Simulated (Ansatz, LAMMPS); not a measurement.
# Gap against volume in amorphous TiO2 (84 atoms)

Density of this cell: 3.25 g/cm³. The cell holds 84 atoms: 28 Ti and 56 O. Cell: a = 10.304 Å, b = 11.042 Å, c = 10.073 Å, α = 87.1°, β = 93.7°, γ = 91.0°. The starting structure: 84 atoms (28 Ti, 56 O) placed at random at 3.55 g/cm³, melted at 5000 K for 10 ps at fixed volume with the Morse and Coulomb pair potential with partial charges (Pedone, Malavasi, Menziani, Cormack and Segre, J. Phys. Chem. B 110, 11780 (2006)). Quenched from 5000 K to 300 K at 10 K/ps and fixed volume, held 10 ps at zero pressure.

Calculated with Ansatz 0.2.0: Kohn-Sham DFT, PBE, PAW (set soft_1), plane waves; cutoff 420 eV, Γ point, fixed occupations. The relaxed cell was scaled evenly and the atoms were relaxed at each volume. The gap is that between the highest filled and the lowest empty Kohn-Sham level on the run's k-points.

```
volume (Å³/atom)  gap (eV)
          12.237               2.923
          12.781               2.936
          13.189               2.911
          13.597               2.884
          14.005                   ?
          14.413               2.865
```

**Question.** Fit a straight line in ln V to the rows given and interpolate to the withheld row.

**Working.**

A volume deformation potential makes the spacing linear in u = ln(V/V0), with V0 = 13.597 Å³ the relaxed volume; v is the spacing.

```
u = ln(V/V0)  v (eV)
   -0.105361  2.9234
  -0.0618743  2.9363
  -0.0304587  2.9114
           0  2.8841
   0.0582683  2.8654
```

With n = 5: mean u = -0.0278851, mean v = 2.90412, Σ(u − ū)² = 0.015364, Σ(u − ū)(v − v̄) = -0.0065004. Slope b = -0.0065004 / 0.015364 = -0.42308; intercept a = v̄ − b ū = 2.8923.

At the withheld volume u = 0.02956, and v = a + b u.

Prediction at 14.005: 2.880 eV. The run gave 2.847 eV, so the fit is high by 0.032 eV (1.1 % of the value).

The rows follow a line only loosely (correlation 0.88 in size over all rows, under the 0.97 asked here), so the slope of -0.42 eV is a mean trend and no deformation potential. Among the rows given, the largest miss of the fit is at 12.781, by 0.018 eV (20 % of the range of the table).

Limits: The table spans 16 % in volume, wide for a linear law. Semilocal functionals tend to put gaps under measured ones. Only the Γ point is sampled. Atoms move by up to 0.6 Å in these relaxations, so the structure changes along the series. Defect or tail levels can set the spacing of a disordered cell.

[Logs are printed without paths, hosts, clocks, repeated set-up lines and the standing remarks that a program may print on its own settings, such as how far it seeks lower states.]

[Hosts, paths, dates, database ids (printed as entryN), source tags and the programs' standing remarks are cut or masked in the printed files.]
